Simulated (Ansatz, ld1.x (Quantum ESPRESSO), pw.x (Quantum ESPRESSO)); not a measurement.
# osmium (Os): one change to the TM potential, in the atom and in the fcc crystal

| Item | Value |
| --- | --- |
| Element | Os (Z = 76) |
| Generator | ld1.x (Quantum ESPRESSO) 7.5 |
| Type | norm-conserving Troullier–Martins (Kleinman–Bylander form) |
| Functional | PBE |
| Relativity | scalar-relativistic |
| Frozen core | [Xe] 4f14 |
| Valence charge | 8 |
| Reference configuration | 5d6 6s1.75 6p0.25 |
| Partial waves | 6s (bound): rc 2.50 bohr; 6p (bound): rc 2.45 bohr; 5d (bound): rc 1.55 bohr |
| Local potential | all-electron potential smoothed inside 2.30 bohr (lloc = -1) |
| Core correction | a·sin(br)/r model core inside 1.25 bohr |

Change: wave 6p (bound): rc 2.45 bohr becomes 6p (bound): rc 3.72 bohr.

Cutoffs, loose and tight: the cutoffs (Ry, on a coarse ladder) from which the occupation-weighted sum of valence levels, in a spherical-Bessel basis at the reference potential, stays within 10 and 1 mRy of its value at 400 Ry. They do not see the model core or the augmentation charge, which bear on the density cutoff. Test errors are all-electron minus pseudo excitation energies from the reference, over the configurations 5d6 6s2 6p0; 5d6 6s1 6p0; 5d6 6s0 6p0; 5d5 6s2 6p0; 5d7 6s1 6p0; 5d5 6s0 6p0; 5d6 6s0 6p1; variants that change the core or the reference have their own tests.

Crystal test: fcc Os in pw.x 7.5, no spin, 15³ k-points, Fermi–Dirac smearing 0.01 Ry, cutoffs set for each file from its atomic test. The reference is all-electron LAPW (Ansatz 0.2.0) with the same functional, mesh and smearing; V0 and B0 come from Birch–Murnaghan fits to the pressures at five volumes. Errors are pseudo minus all-electron; Δ is the rms difference of the E(V) curves that follow from these fits, minima aligned, over ±6 % about the mean V0. Mesh and smearing are coarse, so the numbers serve the comparison and aren't converged zero-temperature values; the lattice is a test structure that the element need not adopt.

All-electron: a0 = 3.856 Å (V0 = 14.34 Å³/atom), B0 = 387.2 GPa.

**Question.** Does the change bring the crystal closer to the all-electron result?

**Answer.** The mean pressure error goes from -6.77 to -4.56 GPa, so the change moves the solid closer to the all-electron pressures.

| quantity | base | changed |
| --- | --- | --- |
| outcome (atom) | generated | generated |
| cutoff, loose (atom) | 35 Ry | 35 Ry |
| cutoff, tight (atom) | 60 Ry | 60 Ry |
| bound ghosts (atom) | s | s |
| largest test error (meV) (atom) | -101 over the solved tests; 2 of 7 tests not solved or not reliable | -102 over the solved tests; 2 of 7 tests not solved or not reliable |
| cutoffs in pw.x (Ry) | 75/300 | 75/300 |
| a0 (Å) | 3.834 | 3.841 |
| a0 error (%) | -0.58 | -0.39 |
| B0 error (%) | +2.8 | +1.6 |
| Δ (meV/atom) | 21.4 | 14.3 |
| mean pressure error (GPa) | -6.77 | -4.56 |

Base: This is a poor potential for the solid. Note: ghost state, extra bound levels that the all-electron valence spectrum of the same l lacks: s at -4.1 eV. A true bound ghost makes a file unfit for plane-wave use. Atomic configuration tests: 2 of 7 tests not solved or not reliable. The logarithmic derivative shows an extra or strongly shifted pseudo pole above the reference energy (p near 1.12 Ry). Changed file: The largest radius (3.72 bohr) exceeds half the bond length (2.58 bohr), so the spheres overlap, which is one possible source of error among others. Note: ghost state, extra bound levels that the all-electron valence spectrum of the same l lacks: s at -4.1 eV. A true bound ghost makes a file unfit for plane-wave use. Atomic configuration tests: 2 of 7 tests not solved or not reliable. The logarithmic derivative shows an extra or strongly shifted pseudo pole above the reference energy (s near -0.31 Ry, p near 1.56 Ry).
